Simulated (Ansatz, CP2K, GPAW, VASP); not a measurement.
## One calculation of Cu, 4 ways

```xyz
6
Lattice="2.5308 0.0000 0.0000 -1.2654 2.1917 0.0000 0.0000 0.0000 25.3273" Properties=species:S:1:pos:R:3 pbc="T T T"
Cu    1.2654    0.7306    7.5000
Cu    0.0000    0.0000    9.5655
Cu    0.0000    1.4611   11.6309
Cu    0.0000    0.0000   13.6964
Cu    1.2654    0.7306   15.7618
Cu    0.0000    0.0000   17.8273
```

Alike in all runs: functional PBE; k mesh 12 × 12 × 1; occupations fermi-dirac, width 0.05 eV; no spin polarisation; no spin-orbit coupling.

```tsv
program and potentials	plane-wave cutoff (eV)	notes	band gap (eV)	largest force (eV/Å)
Ansatz, Ansatz PAW	420	19 valence electrons an atom on average	no gap	0.152
GPAW, GPAW PAW data sets (gpaw-data 1.2.1)	450	11 valence electrons an atom on average	?	?
CP2K, POTENTIAL_UZH Cu GTH-PBE-q11; TZVP-MOLOPT-PBE-GTH basis	-	atomic basis; 11 valence electrons an atom on average	no gap	0.246
VASP, PBE PAW files Cu, 520 eV	520	11 valence electrons an atom on average	no gap	0.165
```

Q: Estimate from the other rows what the run with GPAW, GPAW PAW data sets (gpaw-data 1.2.1) gave.

A: No band gap; largest force 0.213 eV/Å. The other rows, which needn't bracket it: largest force 0.152 to 0.246.
